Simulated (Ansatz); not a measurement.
## CoSi: pressure against volume

CoSi, P2_13, a = 4.386 Å. Ansatz: PBEsol, PAW, 420 eV, Γ-centred 8×8×8 mesh on 8 atoms, Gaussian smearing 0.10 eV; no spin polarisation. Shape and atoms are relaxed at each volume; pressure is positive in compression.

```tsv
V (Å³/atom)	P (GPa)
9.913	17.20
10.229	?
10.545	-0.03
10.862	-6.67
11.178	-12.21
```

Question: Take V0 = 10.545 Å³/atom, count pressures from its P0 = -0.03 GPa, fit the third-order Birch–Murnaghan form to the other rows, and predict the missing pressure.

Answer: With the Eulerian strain f = ½[(V0/V)^(2/3) − 1] and y = (P − P0)/[3f(1 + 2f)^(5/2)], the form is the line y = B0 + 1.5 B0 (B0′ − 4) f. Rows (f, y): 0.02103, 246.4; -0.00978, 237.8; -0.01906, 234.7. Means f = -0.002603, y = 239.63; Σ(Δf)² = 0.0008809, ΣΔfΔy = 0.2543; the slope is their ratio. y = 240.4 + 288.7 f GPa, so B0 = 240.4 GPa and B0′ = 4 + 2 × (288.7)/(3 × 240.4) = 4.80. At V = 10.229, f = 0.01025, y = 243.36 and P = 7.84 GPa. The run gave 7.86 GPa, so the fit is 0.02 GPa too low, a small miss on the scale of the series.